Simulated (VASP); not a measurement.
Here is a VASP 6.6.1 calculation.

The input POSCAR:

```
Si
1.0
    4.1209500000      0.0000000000      0.0000000000
   -2.0604700000      3.5688500000      0.0000000000
    0.0000000000      0.0000000000      2.6547900000
Si
2
Direct
    0.3333300000      0.6666700000      0.5000000000
    0.6666700000      0.3333300000      0.5000000000
```

INCAR.step1

```
  AGGAC = 1.0
  AGGAX = 1.0
  ALDAC = 0.0
  ALDAX = 1.0
  ALGO = Normal
  EDIFF = 1E-7
  ENCUT = 520
  GGA = B5
  ISIF = 2
  ISMEAR = -1
  LASPH = True
  LCHARG = True
  LREAL = False
  LWAVE = False
  NELM = 60
  PREC = Accurate
  SIGMA = 0.05
```

The input KPOINTS.step1:

```
k-points
0
Gamma
  8 8 10
```

Contents of INCAR.step2:

```
  AGGAC = 1.0
  AGGAX = 1.0
  ALDAC = 0.0
  ALDAX = 1.0
  ALGO = Normal
  EDIFF = 1E-7
  ENCUT = 520
  GGA = B5
  ICHARG = 11
  ISIF = 2
  ISMEAR = 0
  LASPH = True
  LCHARG = False
  LREAL = False
  LWAVE = False
  NELM = 60
  PREC = Accurate
  SIGMA = 0.05
```

File KPOINTS.step2:

```
path GMKGALHA,LM,KH
10
line-mode
reciprocal
 0.0000000000  0.0000000000  0.0000000000  G
 0.5000000000  0.0000000000  0.0000000000  M

 0.5000000000  0.0000000000  0.0000000000  M
 0.3333333333  0.3333333333  0.0000000000  K

 0.3333333333  0.3333333333  0.0000000000  K
 0.0000000000  0.0000000000  0.0000000000  G

 0.0000000000  0.0000000000  0.0000000000  G
 0.0000000000  0.0000000000  0.5000000000  A

 0.0000000000  0.0000000000  0.5000000000  A
 0.5000000000  0.0000000000  0.5000000000  L

 0.5000000000  0.0000000000  0.5000000000  L
 0.3333333333  0.3333333333  0.5000000000  H

 0.3333333333  0.3333333333  0.5000000000  H
 0.0000000000  0.0000000000  0.5000000000  A

 0.5000000000  0.0000000000  0.5000000000  L
 0.5000000000  0.0000000000  0.0000000000  M

 0.3333333333  0.3333333333  0.0000000000  K
 0.3333333333  0.3333333333  0.5000000000  H
```

Potentials or basis: VASP PAW PBE potentials, release 64 (Si).

Run with:

```bash
$ cat potpaw_PBE.64/Si/POTCAR > POTCAR
$ cp INCAR.step1 INCAR
$ cp KPOINTS.step1 KPOINTS
$ mpirun -np 1 vasp_std > vasp.out
$ cp INCAR.step2 INCAR
$ cp KPOINTS.step2 KPOINTS
$ mpirun -np 1 vasp_std > vasp.out
```

Estimate the band gap along the path.

none (metal or under the smearing width).

Levels at the corners of the path, in eV from the Fermi level:
```
point  band 1  band 2  band 3  band 4  band 5  band 6  band 7  band 8
    Γ  -12.33   -2.90   -2.90   -2.88    1.34    1.34    5.74    6.26
    M  -10.52   -8.82   -4.05   -1.24    6.07    7.05    7.13    7.68
    M  -10.52   -8.82   -4.05   -1.24    6.07    7.05    7.13    7.68
    K   -9.61   -9.61   -5.45    2.96    2.96    4.12    8.43    8.43
    K   -9.61   -9.61   -5.45    2.96    2.96    4.12    8.43    8.43
    Γ  -12.33   -2.90   -2.90   -2.88    1.34    1.34    5.74    6.26
    Γ  -12.33   -2.90   -2.90   -2.88    1.34    1.34    5.74    6.26
    A   -8.53   -5.79   -0.30   -0.30    1.12    2.90    4.29    4.30
    A   -8.53   -5.79   -0.30   -0.30    1.12    2.90    4.29    4.30
    L   -6.70   -5.10   -4.18   -2.53   -1.31    2.86    4.14    5.27
    L   -6.70   -5.10   -4.18   -2.53   -1.31    2.86    4.14    5.27
    H   -5.81   -5.81   -3.35   -3.35   -2.46    2.40    6.92    7.00
    H   -5.81   -5.81   -3.35   -3.35   -2.46    2.40    6.92    6.96
    A   -8.53   -5.79   -0.30   -0.30    1.12    2.90    4.29    4.30
    L   -6.70   -5.10   -4.18   -2.53   -1.31    2.86    4.14    5.27
    M  -10.52   -8.82   -4.05   -1.24    6.07    7.05    7.13    7.68
    K   -9.61   -9.61   -5.45    2.96    2.96    4.12    8.43    8.43
    H   -5.81   -5.81   -3.35   -3.35   -2.46    2.40    6.92    6.93
```

Caveat: the log is that of the step along the path at fixed density, whose energy, stress, charges and moments have no meaning.
